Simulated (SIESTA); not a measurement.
TiO2:

```
Ti O
1.0
     2.96826    0.00000    0.00000
     0.00021    4.70761    0.00000
     1.48357    0.24235    7.08346
Ti O
3 6
Direct
  0.00337 0.00039 0.00070
  0.34464 0.48026 0.31696
  0.66171 0.52047 0.68450
  0.44004 0.18544 0.12854
  0.77793 0.29773 0.45188
  0.10124 0.30895 0.80624
  0.90650 0.69184 0.19517
  0.22941 0.70301 0.54951
  0.56803 0.81530 0.87283
```

The cell comes from a database or a generator and needn't be the stable form of this composition.

Base run:

* Program: SIESTA 5.4.2
* Functional: PBE
* Potentials or basis: PseudoDojo 0.4 standard (PBE files)
* Basis: DZP (energy shift 0.003 Ry; two zetas on semicore shells)
* Grid cutoff: 800 Ry
* Energy shift: 0.003 Ry
* k mesh: 9 × 6 × 4
* Occupations: fermi-dirac, width 0.05 eV
* Spin: no spin polarisation

Its results: band gap on the k mesh 2.15 eV, indirect (least direct gap 2.20 eV); pressure 7.1 GPa; largest force 0.523 eV/Å.

Problem. The run is repeated on the same cell with these changes: functional from PBE to PBEsol; potentials or basis from PseudoDojo 0.4 standard (PBE files) to PseudoDojo 0.4 standard (PBEsol files). What comes out?

Solution. Band gap on the k mesh 2.12 eV, indirect (least direct gap 2.18 eV); pressure 0.6 GPa; largest force 0.222 eV/Å.

Caveats: the basis of atomic orbitals isn't converged, which shifts pressures, moduli and gaps; an odd mesh through Γ misses points on the zone boundary, where band edges often lie (some runs).
